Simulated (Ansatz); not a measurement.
The cell is a 14-atom cell of Si3N4 (I-43d) from a materials database; cell and atoms were relaxed with r2SCAN. It is cubic, I-43d (No. 220); conventional cell a = 6.443 Å, 9.55 Å³ an atom. Si is surrounded by 4 N at 1.74 Å; N is surrounded by 3 Si at 1.74 Å.

```xyz
14
Lattice="-3.2214 3.2214 3.2214 3.2214 -3.2214 3.2214 3.2214 3.2214 -3.2214" Properties=species:S:1:pos:R:3 pbc="T T T"
Si    1.6107    2.4160    0.0000
Si    0.0000    1.6107    2.4160
Si    0.0000    4.8321    0.8053
Si    2.4160    0.0000    1.6107
Si    0.8053    0.0000    4.8321
Si    4.8321    0.8053    0.0000
N    -1.4093    1.8120    1.4093
N    -0.2014    0.2014    3.4227
N     3.0200    3.0200    3.0200
N     3.4227   -0.2014    0.2014
N     1.4093    1.4093    1.4093
N     1.8120    1.4093   -1.4093
N     0.2014    3.4227   -0.2014
N     1.4093   -1.4093    1.8120
```

3 runs of the plane-wave code Ansatz on this cell differ in the functional (and in the settings that go with it). Levels are in eV from each run's valence top; v1 is the last filled band, c1 the first empty one.

Run A, mean stress -1.1 GPa (compression positive):
```
point     v2     v1    c1    c2
    Γ  -0.16  -0.09  6.07  6.07
    H  -1.32  -1.32  6.93  6.93
    N  -0.02  -0.02  6.45  6.45
```

Run B, mean stress +6.0 GPa (compression positive):
```
point     v2     v1    c1    c2
    Γ  -0.16  -0.07  4.66  4.66
    H  -1.22  -1.22  5.46  5.46
    N  -0.02  -0.02  5.02  5.02
```

Run C, mean stress -1.2 GPa (compression positive):
```
point     v2     v1    c1    c2
    Γ  -0.16  -0.09  6.83  6.83
    H  -1.33  -1.33  7.70  7.70
    N  -0.02  -0.02  7.22  7.22
```

Question: Match the runs to PBE, HSE06, PBE0.

Answer: A is HSE06, B is PBE, C is PBE0. In order of the gap: PBE 4.12, HSE06 5.52, PBE0 6.28 eV.

(Simulation; spin polarisation is off.)

The stress of a hybrid is loosely converged in these runs.

The meshes of the hybrids are coarse, so their gaps aren't converged to the digits shown.
